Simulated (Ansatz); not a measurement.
# Electron scattering at the Σ11 (113) boundary in fcc Ag with Ta (substitutional), part 2 of 2

Wanted: what the Σ11 (113) boundary in fcc Ag with Ta (substitutional) costs an interconnect.

Ansatz 0.2.0; Ansatz plane-wave DFT, PBE, PAW files; relaxation of a bicrystal slab with its lowest layers held; PAW set soft_1 (the session's first sound run).

So far. Step 2 (Relaxing the bicrystal): The largest force component on a free atom ends at 0.0095 eV/Å, under the tolerance of 0.03, after 5 steps.

## (3) Transmission across the boundary

Bulk layers of each grain are laid under and over the relaxed boundary, and a lead is named in the middle of each, away from the free faces. The mesh across the current, 22×22, is finer than the density's, because channels open and close sharply across the zone. Energies from -0.1 to 0.1 eV in steps of 0.05 eV are too few for the program's thermal sum, so it prints no conductance; for a metal the transmission near the Fermi level serves, at a fraction of the cost.

This step: Ansatz plane-wave DFT, PBE, PAW files; ballistic transport by layer matching (Landauer), zero bias; boundary relaxed in a short slab, bulk layers laid on; PAW set soft_1 (Ansatz 0.2.0).

System of this step: Σ11 (113) boundary in fcc Ag with Ta (substitutional). The cell holds 34 atoms: 33 Ag and 1 Ta. Cell: a = 2.889 Å, b = 5.005 Å, c = 49.171 Å, α = 90.0°, β = 90.0°, γ = 73.2°. It derives from Ag. Regions: lower grain, 14 atoms (14 Ag); boundary, 9 atoms (8 Ag and 1 Ta); upper grain, 11 atoms (11 Ag). Vacuum lies along c.

File input.yaml:

```yaml
crystal:
  lattice:
    - [2.8893797293, 0.0, 0.0]
    - [1.4446898646, 4.7914942194, 0.0]
    - [0.0, 0.0, 49.1714877398]
  atoms:
    - { symbol: Ag, position: [4.909090909, -9.8181818182, 0.0813479556] }
    - { symbol: Ag, position: [4.6363636362, -9.2727272727, 0.106403851] }
    - { symbol: Ag, position: [4.3636363635, -8.7272727273, 0.1314597465] }
    - { symbol: Ag, position: [4.0909090908, -8.1818181818, 0.1565156419] }
    - { symbol: Ag, position: [3.8181818181, -7.6363636364, 0.1815715374] }
    - { symbol: Ag, position: [3.5454545454, -7.0909090909, 0.2066274328] }
    - { symbol: Ag, position: [3.2727272727, -6.5454545455, 0.2316833283] }
    - { symbol: Ag, position: [2.9999999999, -6.0, 0.2567392238] }
    - { symbol: Ag, position: [2.7272727272, -5.4545454545, 0.2817951192] }
    - { symbol: Ag, position: [2.4545454545, -4.9090909091, 0.3068510147] }
    - { symbol: Ag, position: [2.1818181818, -4.3636363636, 0.3319069101] }
    - { symbol: Ag, position: [1.9090909091, -3.8181818182, 0.3569628056] }
    - { symbol: Ag, position: [1.6363636363, -3.2727272727, 0.382018701] }
    - { symbol: Ag, position: [1.3636363636, -2.7272727273, 0.4070745965] }
    - { symbol: Ag, position: [0.0909090909, 0.8181818182, 0.4321304919] }
    - { symbol: Ag, position: [0.8212266177, 0.3575467647, 0.4584290277] }
    - { symbol: Ag, position: [0.5522971642, 0.8954056716, 0.4852107992] }
    - { symbol: Ag, position: [0.2830569762, 0.4338860475, 0.5099269082] }
    - { symbol: Ta, position: [0.015256571, -0.0305131419, 0.5377110471] }
    - { symbol: Ag, position: [0.2832880095, 0.4334239811, 0.5657747374] }
    - { symbol: Ag, position: [0.5523012508, 0.8953974985, 0.5902609759] }
    - { symbol: Ag, position: [0.8226593895, 0.354681221, 0.6175896589] }
    - { symbol: Ag, position: [0.0925307621, 0.8149384759, 0.6430371944] }
    - { symbol: Ag, position: [1.3652580348, -2.7305160696, 0.6680930899] }
    - { symbol: Ag, position: [1.6379853075, -3.2759706151, 0.6931489853] }
    - { symbol: Ag, position: [1.9107125802, -3.8214251605, 0.7182048808] }
    - { symbol: Ag, position: [2.1834398529, -4.366879706, 0.7432607762] }
    - { symbol: Ag, position: [2.4561671257, -4.9123342514, 0.7683166717] }
    - { symbol: Ag, position: [2.7288943984, -5.4577887969, 0.7933725672] }
    - { symbol: Ag, position: [3.0016216711, -6.0032433423, 0.8184284626] }
    - { symbol: Ag, position: [3.2743489438, -6.5486978878, 0.8434843581] }
    - { symbol: Ag, position: [3.5470762165, -7.0941524333, 0.8685402535] }
    - { symbol: Ag, position: [3.8198034893, -7.6396069787, 0.893596149] }
    - { symbol: Ag, position: [4.092530762, -8.1850615242, 0.9186520444] }
kpoints:
  mp_grid: { grid: [9, 9, 1] }
hamiltonian:
  xc: pbe
  pseudopotentials: { kind: paw, azcp: { folder: soft_1 } }
scf:
  occupations: { method: fermi_dirac, width: 0.1 }
output:
  transmission:
    leads: [[8, 9], [27, 28]]
    kmesh: [22, 22]
    e_range: [-0.1, 0.1]
    de: 0.05
  write_potential: true
  write_density: true
  volumetric_format: npy
  elf: true
```

The run is started by

```
ansatz run input.yaml --threads 4 --pin off --max-ram 15360MiB --backend cpu --events-out ev --progress --plain --runs-dir out
```

Numbers of over 12 decimals in the logs are rounded to 6 here.

Output:

```text
[...]
Crystal: 34 atoms, lattice volume = 680.752 Å³
Basis set: ecut = 420 eV, 13321 PW (Γ)
Bands: 384, of which v1, the nominal top of the filled ones, is band 320 counted from 1 (319 counted from 0)
Symmetry: 2 space group operations
[...]
k-points: 25 of 81 (time reversal used)
[...]
SCF iter   1: F=—  HF=-260430.088193 eV  |F-HF|=—  |Δ(HF+E_count)|=         —  Δρ=6.82e-2  dr2=9.21e1  ethr=3.10e-3  ⟨swp⟩=4.9  Hψ=28688  notcnv=0  defer=835
[...]
SCF iter  10: F=-260420.637703 eV  HF=-260420.637704 eV  |F-HF|=2.47e-8  |Δ(HF+E_count)|=   3.97e-7  Δρ=3.55e-6  dr2=8.11e-8  ethr=1.56e-11  ⟨swp⟩=10.5  Hψ=52606  notcnv=0
SCF 1 converged in 10 iterations: F = -260420.637703 eV  dr2 = 8.11e-8
[...]
transmission: 524 of 5187 steps passed
transmission: 1038 of 5187 steps passed
[...]
transmission: 5187 of 5187 steps passed
WARN: The output density's exchange-correlation potential varies sharply where the density is thin. Do not read a vacuum level from v_tot or v_xc, or from such a field of the output density. On a cell that repeats whose density bears no net charge and no dipole along the vacuum's axis use v_es (v_loc + v_h of the components); under efield.dipole_correction with no amplitude use v_es + v_field, which holds any externa [...]
SCF converged after 10 iterations
Free energy (F): -260420.637703 eV
[...]
Internal energy: -260420.304866 eV  (E = F + TS)
E sigma→0 (E₀):  -260420.471285 eV
Entropy (-TS):   -0.332837 eV (-9.789 meV/atom)
Fermi energy:    14.217941 eV
[...]
--- Band table (eV; the first three rows and the last of 25) ---
  k-point 0: bands = [... 316 lower, 12.8828, 13.1569, 13.2672, 13.8746, 13.9556, 14.0792, 14.3164, 14.4353, ... 60 higher]
  k-point 1: bands = [... 316 lower, 12.8703, 12.9715, 13.1519, 13.3151, 13.4921, 13.6964, 13.9885, 14.0793, ... 60 higher]
  k-point 2: bands = [... 316 lower, 12.1913, 12.3100, 12.5424, 12.7764, 12.9344, 13.0947, 13.1920, 13.4581, ... 60 higher]
  k-point 24: bands = [... 316 lower, 14.6992, 14.7740, 14.7936, 14.7995, 14.8457, 14.8891, 14.9406, 15.0531, ... 60 higher]
--- Transmission ---
  basis      : 121 plane waves across, 39 finite elements along
  points     : 133, standing for a mesh of 22 x 22
  energies   : 5 from -0.100000 to 0.100000 eV about the Fermi level, 0.050000 eV apart; the leads are filled to 0.000000 eV, and channels, transmission and decay are at 0.000000 eV
  crystal 0  : Ag2, at the sites [8, 9], period 2.4641 Å, over 18.48 Å; its Hamiltonian steps by up to 8.2 meV
    offset         : up to 0.0000 Å between an atom of the period and one for which it stands
    channels       : 1.568182e0 a spin
    conductance    : none, the energies end too early or step too widely for 300 K: set another output.transmission.e_range or a lower de, or, where they end at an eighth of basis.ecutwfc, a higher one
[...]
channels       : 1.568182e0 a spin
[...]
junction   : crystal 0 to crystal 1, 13.24 to 37.16 Å
    transmission   : 7.863305e-1 a spin
[...]
```

Run time: 14 min. Hardware: 4 threads of Arm Neoverse V1, shared host; peak memory 9.1 GiB; 55 min of CPU time.

This step gave:

* free energy: -260420.6377 eV
* energy at zero smearing: -260420.4713 eV
* Fermi energy: 14.22 eV
* cell area: 13.84 Å²
* transmission per spin nearest the Fermi level: 0.7863
* open channels per spin nearest the Fermi level: 1.568
* open channels per spin, upper lead: 1.568
* step of the lead's potential: 8.2 meV
* step of the upper lead's potential: 2.3 meV

Per spin. Table of transmission, zone mean by energy, zero at the Fermi level:

```tsv
energy (eV)	transmission, zone mean
-0.1000	0.760
-0.0500	0.775
0.0000	0.786
0.0500	0.773
0.1000	0.769
```

Per spin. Open channels, zone mean against energy, zero at the Fermi level:

```tsv
energy (eV)	lead	upper lead
-0.1000	1.54	1.54
-0.0500	1.56	1.56
0.0000	1.57	1.57
0.0500	1.59	1.58
0.1000	1.58	1.58
```

Transmission over k1 and k2. At 0.0000 eV from the Fermi level.

Ten even steps from '_' (0.00) to '@' (1.77):
```
__++..##**++@@++++**--::..**++**@@++++::++--
::==##%%**++@@++++**..__++**++**@@++::==--::
__..@@%%##++@@++++**++++++++++**@@++++__....
__::@@@@##++@@++++**++++======++@@++________
__==@@%%**++@@**++++==========++==__..______
__::@@%%**++@@**++============++----::______
__..####++++@@**==============__++==--______
__==..++++++@@++============____--++--______
::++++::::++@@++======++++++____--==::____..
__==++==++++==++====++++++______++--..__..::
__----______--____++++**++++____--______----
__::..__..--++______++++++====++==++++==++==
::..____::==--____++++++======++@@++::::++++
________--++--____============++@@++++++..==
________--==++__==============**@@++++####..
________::----++============++**@@++**%%@@::
________..__==++==========++++**@@++**%%@@==
__________++@@++======++++**++++@@++##@@@@::
__....__++++@@**++++++++++**++++@@++##%%@@..
::::--==::++@@**++**++__..**++++@@++**%%##==
__--++::++++@@**++**..::--**++++@@++**##..++
__==++++++++@@++++**------**++++@@++++++++==
```
Columns: k1 (b1) from -0.5 to 0.455; rows upwards: k2 (b2) from -0.5 to 0.455.

Open channels over k1 and k2. At 0.0000 eV from the Fermi level.

Values, 12 rows by 16 columns, each cell a mean:
```
1.33 1.25 1.90 2.00 2.00 2.00 2.00 1.27 1.12 1.75 2.00 2.00 2.00 1.49 1.00 1.00
1.17 1.71 2.00 2.00 2.00 2.00 2.00 1.93 1.93 2.00 2.00 2.00 1.77 1.06 1.00 1.00
1.27 2.00 2.00 2.00 2.00 2.00 2.00 2.00 2.00 2.00 1.98 1.53 1.07 1.00 1.00 1.00
1.07 1.57 1.97 2.00 2.00 2.00 2.00 2.00 2.00 2.00 1.78 1.00 1.00 1.00 1.00 1.00
1.40 1.00 1.30 1.56 1.91 1.93 2.00 2.00 2.00 1.95 1.17 1.00 1.00 1.00 1.00 1.00
1.00 1.00 1.00 1.00 1.00 1.08 1.70 2.00 2.00 1.75 1.10 1.00 1.00 1.00 1.00 1.00
1.33 1.00 1.00 1.00 1.00 1.00 1.21 1.85 2.00 2.00 1.95 1.45 1.45 1.04 1.00 1.00
1.07 1.00 1.00 1.00 1.00 1.07 1.65 2.00 2.00 2.00 2.00 2.00 2.00 1.92 1.66 1.10
1.00 1.00 1.00 1.00 1.00 1.38 2.00 2.00 2.00 2.00 2.00 2.00 2.00 2.00 2.00 1.87
1.00 1.00 1.00 1.07 1.53 1.98 2.00 2.00 2.00 2.00 2.00 2.00 2.00 2.00 2.00 1.87
1.40 1.00 1.01 1.42 2.00 2.00 2.00 1.93 1.36 1.71 2.00 2.00 2.00 2.00 1.96 1.25
1.00 1.00 1.49 2.00 2.00 2.00 2.00 1.27 1.00 1.55 2.00 2.00 2.00 2.00 1.55 1.00
```
Columns: k1 (b1) from -0.5 to 0.455; rows upwards: k2 (b2) from -0.5 to 0.455.

ELF in the ca plane at fractional y = 0.000, with atoms of Ag and Ta within 0.2 Å of it. It is the smooth field of the valence electrons, not physical close to the nuclei.

Ten even steps from '0' (0.15) to '9' (0.70), each cell a mean:
```
21000000022100000001106958801100000001221000
10000000001000001221202898302112200000100000
00000000000000024542121343122135420000000000
00000000000000035653134444431256640000000000
00000000000000025652133333331246530000000000
00000000000000013431211576212124310000000000
21000000012100000111104999601111000000110000
31000000123200000001108816910100000001221000
```
Columns run along c (16.0 Å, from fractional 0.36 to 0.69 of the cell), rows up along a (2.9 Å). Atoms in or near the plane, at fractional coordinates: Ta at (0.54, 0.02).

Valence density in the ca plane at fractional y = 0.000, with atoms of Ag and Ta within 0.2 Å of it. It is the smooth field of the valence electrons, not physical close to the nuclei.

Ten steps, logarithmic in the rise over the least value, from '0' (0.1 e/Å³) to '9' (7.4 e/Å³), each cell a mean:
```
54210001345421112221126888731122211123543200
33210011233311124543224777522245531112332110
21111111121100247875222454322478852101111111
11122221110000258996322233222589963100011122
11111111111000258985322333222579863100111121
22111111222210136764223566422357642111222111
43210001344321113332125888631223321123443100
54210001355431011111126888731111110124553200
```
Columns run along c (16.0 Å, from fractional 0.36 to 0.69 of the cell), rows up along a (2.9 Å). Atoms in or near the plane, at fractional coordinates: Ta at (0.54, 0.02).

Electrostatic potential energy in the ca plane at fractional y = 0.000, with atoms of Ag and Ta within 0.2 Å of it. With pseudopotentials it is smooth inside the atoms' cores, unlike the true potential.

Values in eV, 5 rows by 16 columns, each cell a mean:
```
  7  16  16   5  12  15  12  12 -20 -18  13  11  15  11   7  16
 14  15  15  14  16   7 -10  11   3   4  10 -11   9  16  14  15
 16  14  14  16  17   3 -14  10  12  12   7 -15   5  17  16  14
 13  16  15  12  15  10  -3  12  -6  -4  12  -4  12  15  13  16
  4  16  16   2  10  16  15  12 -23 -20  13  15  16   9   4  16
```
Columns run along c (16.0 Å, from fractional 0.36 to 0.69 of the cell; values clipped at the 3rd and 97th percentile), rows up along a (2.9 Å). Atoms in or near the plane, at fractional coordinates: Ta at (0.54, 0.02).

Over the solved energies the transmission per spin lies between 0.760 and 0.786, out of 1.57 channels of the lead on average (up to 1.59).

## (4) Specific resistance

This step: Ansatz plane-wave DFT, PBE, PAW files; ballistic transport by layer matching (Landauer), zero bias; specific resistance of the boundary; PAW set soft_1 (Ansatz 0.2.0).

Numbers from this step:

```yaml
area_resistance: 1.172 fΩ m²
t_over_the_leads_mean_channel_count: 0.4930
```

Averaged over the energies near the Fermi level, 49.3 % of the channels pass, which makes 1.17 fΩ m².

By hand, with T and the leads' channels N averaged over the energies near the Fermi level: RA = A (h/2e²)(1/T − ½[1/N₁ + 1/N₂]) = 13.84×10⁻²⁰ m² × 12 906 Ω × (1/0.7727 − ½[1/1.568 + 1/1.567]) = 1.17 fΩ m².

## (5) Summary of results

```
specific resistance of the boundary : 1.17 fΩ m²
share of channels that pass         : 0.493
```

**Reading.** The boundary has a specific resistance of 1.2 fΩ m². The boundary reflects 51 % of the channels; 1.2 fΩ m² is 12×10⁻¹² Ω·cm². That equals the resistance of 72 nm of bulk Ag at 300 K (measured 1.629 µΩ cm, CRC Handbook of Chemistry and Physics, 84th ed., 2003, Electrical Resistivity of Pure Metals). One Ta in 13.8 Å² of boundary is a high coverage. Each plane of this narrow cell holds one atom, so the solute fills a whole plane. One starting structure was relaxed; another shift or atom count at the boundary may lie lower. Spin-orbit coupling is left out, which matters for Ta.

[Logs are printed without paths, hosts, clocks, repeated set-up lines and the standing remarks that a program may print on its own settings, such as how far it seeks lower states.]

[Hosts, paths, dates, database ids (printed as entryN), source tags and the programs' standing remarks are cut or masked in the printed files.]
